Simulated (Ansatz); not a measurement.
# MgO (zincblende type): the cost of one run

Method: DFT PBEsol, with the methods named in each step, in Ansatz 0.2.0.

## Step 1: The system as given

It takes space group F-43m (No. 216, cubic). The conventional cell has a = 4.575 Å, b = 4.575 Å, c = 4.575 Å, α = 90.00°, β = 90.00°, γ = 90.00°. Mg (site symmetry -43m) has 4 O at 1.98 Å in its first shell of neighbours. O (site symmetry -43m) is surrounded by 4 Mg at 1.98 Å.

As a file:

```cif
data_structure
_symmetry_space_group_name_H-M 'F-43m'
_symmetry_Int_Tables_number 216
_cell_length_a 4.5748
_cell_length_b 4.5748
_cell_length_c 4.5748
_cell_angle_alpha 90.000
_cell_angle_beta 90.000
_cell_angle_gamma 90.000
_cell_volume 95.74
loop_
_atom_site_label
_atom_site_type_symbol
_atom_site_symmetry_multiplicity
_atom_site_Wyckoff_symbol
_atom_site_fract_x
_atom_site_fract_y
_atom_site_fract_z
_atom_site_occupancy
Mg1 Mg 4 a 0.00000 0.00000 0.00000 1
O1 O 4 d 0.25000 0.25000 0.75000 1
```

The file gives the conventional cell by its symmetry; the runs use the cell typed in the input.

Whether this phase is the stable one at these pressures isn't tested.

Atoms are numbered in the order of the input: Mg1, O2.

## Step 2: The reference volume, LAPW

input.yaml reads:

```yaml
crystal:
  lattice:
    - [0.0, 2.2873787783, 2.2873787783]
    - [2.2873787783, 0.0, 2.2873787783]
    - [2.2873787783, 2.2873787783, 0.0]
  atoms:
    - { symbol: Mg, position: [0.0, 0.0, 0.0] }
    - { symbol: O, position: [0.25, 0.25, 0.25] }
kpoints:
  mp_grid: { grid: [16, 16, 16] }
  band_path:
    path:
      - [0.0, 0.0, 0.0]
      - [-0.5, -0.5, 0.0]
      - [-0.375, -0.375, 0.25]
      - [-0.375, 0.0, 0.375]
      - [0.0, 0.0, 0.0]
      - [0.0, 0.0, 0.5]
      - [-0.5, -0.25, 0.25]
      - [-0.5, -0.5, 0.0]
    npoints: 14
scf:
  occupations: { method: fermi_dirac, width: 0.05 }
hamiltonian:
  xc: pbesol
  pseudopotentials: { kind: all_electron, lapw: { basis_error: 0.001 } }
output:
  forces: true
  stress: true
  eigenvalues: true
  populations: true
  dos: { projected: true, de: 0.2, e_range: [-14, 8] }
```

Run with:

```bash
$ ansatz run input.yaml --threads 1 --pin off --max-ram 2048MiB --backend cpu --events-out ev --progress --plain --runs-dir out
```

Q: Estimate wall time and peak memory on 1 thread of Arm Neoverse V1, shared host.

About 36 s, with a peak of 0.36 GiB.
